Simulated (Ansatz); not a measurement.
# SnO2: the cost of one run

Program: Ansatz 0.2.0. Level of theory: DFT PBE, scalar-relativistic, plane waves, PAW. These are calculated values, not measurements.

5 further runs of the same task are left out: 5 set aside as unsound or not needed.

## (1) Starting point

The structure is tetragonal, space group P4_2/mnm (No. 136). Conventional cell: a = 4.827 Å, b = 4.827 Å, c = 3.238 Å, α = 90.00°, β = 90.00°, γ = 90.00°. Sn (site symmetry mmm) has 6 O at 2.09 Å as nearest neighbours. O (site symmetry m2m) has 3 Sn at 2.09 Å as nearest neighbours.

Structure file:

```xyz
6
Lattice="4.8265 0.0000 0.0000 0.0000 4.8284 0.0000 0.0000 0.0000 3.2382" Properties=species:S:1:pos:R:3 pbc="T T T"
Sn    2.4133    2.4142    1.6191
Sn    0.0000    0.0000    0.0000
O     1.4793    1.4807    0.0000
O     3.8926    0.9335    1.6191
O     0.9339    3.8949    1.6191
O     3.3472    3.3477    0.0000
```

It goes back to an entry of the Materials Project, which need not be the stable form.

It is the result of an earlier relaxation at this level (volume 12.58 Å³/atom; gap on the mesh: 0.68 eV).

## (2) Zero of energy

Reference values: F = -14317.9692 eV; pressure 0.00 GPa; largest force 0.000 eV/Å; gap on the mesh 0.68 eV. It was computed beforehand with the settings of the runs below.

## (3) The scan: moving one atom along a line

Atom 1 (Sn) is moved by x along the Cartesian unit vector (-0.447, -0.447, -0.775); the cell and all other atoms stay fixed. Forces below are components along that vector, summed over the moved atoms. In a periodic cell its images move with it.

## (4) At x = -0.100 Å

Contents of input.yaml:

```yaml
crystal:
  lattice:
    - [4.8265176357, 0.0, 0.0]
    - [0.0, 4.8283676035, 0.0]
    - [0.0, 0.0, 3.2381666599]
  atoms:
    - { symbol: Sn, position: [0.5092617013, 0.5092537856, 0.5239315806] }
    - { symbol: Sn, position: [0.0, 0.0, 0.0] }
    - { symbol: O, position: [0.3064962475, 0.3066616298, 0.0] }
    - { symbol: O, position: [0.8064962475, 0.1933383702, 0.5] }
    - { symbol: O, position: [0.1935037525, 0.8066616298, 0.5] }
    - { symbol: O, position: [0.6935037525, 0.6933383702, 0.0] }
basis:
  ecutwfc: 420
kpoints:
  mp_grid: { grid: [6, 6, 8] }
hamiltonian:
  xc: pbe
scf:
  occupations: { method: gaussian, width: 0.05 }
output:
  forces: true
  stress: true
  eigenvalues: true
```

On the command line:

```bash
> ansatz run input.yaml --threads 1 --pin off --max-ram 2560MiB --backend cpu --events-out ev --progress --plain --runs-dir out
```

What time and memory should one allow on 1 thread of Arm Neoverse V2, shared host?

About 34 s, with a peak of 0.49 GiB.
